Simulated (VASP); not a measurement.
**Ir under changes of volume**

One of the cells (14.299 Å³/atom); the others are scaled copies at fixed shape and fractional positions:

```xyz
1
Lattice="0.0000 1.9264 1.9264 1.9264 0.0000 1.9264 1.9264 1.9264 0.0000" Properties=species:S:1:pos:R:3 pbc="T T T"
Ir    0.0000    0.0000    0.0000
```

- Program: VASP 6.6.1
- Functional: r2SCAN
- Potentials or basis: VASP PAW PBE potentials, release 64 (Ir)
- Cutoff: 520 eV
- k mesh: 10 × 10 × 10
- Occupations: fermi-dirac, width 0.05 eV
- Spin: no spin polarisation

```tsv
volume (Å³/atom)	energy over the lowest point (meV/atom)	pressure (GPa)
13.727	29.20	17.1
14.013	6.94	8.0
14.299	0.00	-0.1
14.585	?	?
14.870	25.17	-13.5
```

Task: What does the run at 14.585 Å³/atom give?

Result: Energy over the lowest point 6.61 meV/atom; pressure -7.2 GPa.

Worked out: A Birch-Murnaghan fit of order 2 (a polynomial in V^(-2/3)) to the other rows has its minimum at 14.30 Å³/atom with B0 = V·E''(V) = 381 GPa. It gives 6.44 meV/atom at 14.585 Å³/atom, against the run's 6.61, and -dE/dV = -7.2 GPa, against -7.2.

Energies are extrapolated to zero smearing.

Caveats: the PAW data sets were made with another functional, which shifts forces and pressure a little.
